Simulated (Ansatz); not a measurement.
# BN: the cost of one run

Program: Ansatz 0.2.0. Level of theory: DFT PBEsol, scalar-relativistic, plane waves, PAW. These are calculated values, not measurements.

3 further runs of the same task are left out: 3 that didn't finish.

### Step 1. The starting structure

It takes space group Fmm2 (No. 42, orthorhombic). Conventional cell: a = 2.503 Å, b = 6.991 Å, c = 4.332 Å, α = 90.00°, β = 90.00°, γ = 90.00°. Around B (site symmetry mm2) lie 3 N at 1.44 Å. N (site symmetry mm2) has 3 B at 1.44 Å as nearest neighbours.

As a file:

```
CELL_PARAMETERS angstrom
0.00000 3.49532 2.16609
1.25163 0.00000 2.16609
1.25163 3.49532 0.00000
ATOMIC_POSITIONS crystal
B 0.00005 0.00005 0.99995
N 0.66665 0.66665 0.33335
```

It goes back to an entry of the Materials Project, which need not be the stable form.

The cell is taken as given, not relaxed at this level.

### Step 2. Zero of energy

Reference values: F = -533.7774 eV; pressure 0.57 GPa; largest force 0.010 eV/Å; gap on the mesh 3.75 eV. It was computed beforehand with the settings of the runs below.

### Step 3. Setting up shifting one sublattice

Every B atom is moved by x along the Cartesian unit vector (0.000, 0.000, 1.000); the cell and all other atoms stay fixed. Forces below are components along that vector, summed over the moved atoms.

### Step 4. Point x = -0.300 Å

input.yaml reads:

```yaml
crystal:
  lattice:
    - [0.0, 3.49531583, 2.16609124]
    - [1.2516321, 0.0, 2.16609124]
    - [1.2516321, 3.49531583, 0.0]
  atoms:
    - { symbol: B, position: [-0.0692005105, -0.0692005105, 1.0692005105] }
    - { symbol: "N", position: [0.66665134, 0.66665134, 0.33334866] }
basis:
  ecutwfc: 420
kpoints:
  mp_grid: { grid: [12, 12, 12] }
hamiltonian:
  xc: pbesol
scf:
  occupations: { method: gaussian, width: 0.05 }
output:
  forces: true
  stress: true
  eigenvalues: true
```

The run is started by

```console
ansatz run input.yaml --threads 1 --pin off --max-ram 2560MiB --backend cpu --events-out ev --progress --plain --runs-dir out
```

**Question.** How long does this run take on 1 thread of Arm Neoverse V2, shared host, and how much memory does it need?

About 4.1 s, with a peak of 0.32 GiB.
